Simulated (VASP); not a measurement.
## Nb: relaxation of cell and atoms with PBE

Nb:

```
CELL_PARAMETERS angstrom
0.00000 2.11500 2.11500
2.11500 0.00000 2.11500
2.11500 2.11500 0.00000
ATOMIC_POSITIONS crystal
Nb 0.00000 0.00000 0.00000
```

This isn't the form of Nb at room conditions, which is bcc.

```yaml
Program: VASP 6.6.1
Task: relaxation of cell and atoms
Functional: PBE
Potentials_or_basis: VASP PAW PBE potentials, release 64 (Nb_sv)
Cutoff: 600 eV
k_mesh: 18 × 18 × 18
Occupations: gaussian, width 0.1 eV
Spin: no spin polarisation
Dipole_correction: no
Further_INCAR_settings: ALGO = Normal; EDIFF = 1e-06; IBRION = 2; EDIFFG = -0.005; NSW = 100; ISIF = 3
```

```yaml
Relaxed_volume: 18.73 Å³/atom
Relaxed_cell: a = 2.981 Å, b = 2.981 Å, c = 2.981 Å, α = 60.00°, β = 60.00°, γ = 60.00°
Space_group_after_relaxing_to_0.05_Å: Fm-3m (No. 225)
Energy_gained_by_relaxing: 1.0 meV/atom
Ionic_steps: 3
Pressure_after_relaxing: 0.0 GPa
Band_gap_on_the_k_mesh: none (metal or under the smearing width)
```

Step by step:
```
step  energy change (eV)  largest force (eV/Å)  pressure (GPa)  volume (Å³)
   1              0.0000                0.0000           -1.65        18.92
   2              0.0022                0.0000            3.09        18.39
   3             -0.0010                0.0000           -0.01        18.73
```

Final structure:
```yaml
crystal:
  lattice:
    - [0.00000, 2.10778, 2.10778]
    - [2.10778, 0.00000, 2.10778]
    - [2.10778, 2.10778, 0.00000]
  atoms:
    - { symbol: Nb, position: [0.00000, 0.00000, 0.00000] }
```

Levels at points of the mesh, in eV from the Fermi level:
```
           k point  band 3  band 4  band 5  band 6  band 7  band 8  band 9  band 10
(0.00, 0.00, 0.00)  -30.18  -30.18   -6.24    0.09    0.09    0.09    2.70     2.70
(0.50, 0.00, 0.00)  -30.34  -30.34   -3.85   -0.09   -0.09    1.37    4.66     4.66
(0.50, 0.50, 0.00)  -30.61  -30.61   -4.07   -3.33    3.59    4.64    5.22     5.22
```

It took 53 s on 1 thread of AMD EPYC 9R45 (Zen 5), on a shared host, peak memory 0.15 GiB.
